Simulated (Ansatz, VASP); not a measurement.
Br in VASP and in Ansatz

```
Br
1.0
     4.63815    0.00000    0.00000
     0.00000    4.63815    0.00000
     0.00000    0.00000    4.63815
Br
3
Direct
  0.50000 0.00000 0.00000
  0.00000 0.50000 0.00000
  0.00000 0.00000 0.50000
```

Alike in both runs: task single point; functional r2SCAN; k mesh 5 × 5 × 5; occupations gaussian, width 0.15 eV; no spin polarisation.

|  | VASP | Ansatz |
| --- | --- | --- |
| version | VASP 6.6.1 | Ansatz 0.2.0 |
| potentials or method | VASP PAW PBE potentials, release 64 (Br) | plane waves, norm-conserving potentials |
| plane-wave cutoff (eV) | 520 | 600 |
| valence electrons in the cell | 21 | 21 |

|  | VASP | Ansatz | Ansatz less VASP |
| --- | --- | --- | --- |
| gap on the k mesh at the Fermi level (eV) | none | none | - |
| pressure (GPa) | -1.5 | -1.5 | +0.03 |

A gap of «none» marks a metal or a gap that the smearing closes. Ansatz warned: «stress_scf_threshold_loose».

Caveats: the PAW data sets were made with another functional, which shifts forces and pressure a little (VASP); an odd number of electrons without spin polarisation forces a metal; a magnetic or distorted state may lie lower.
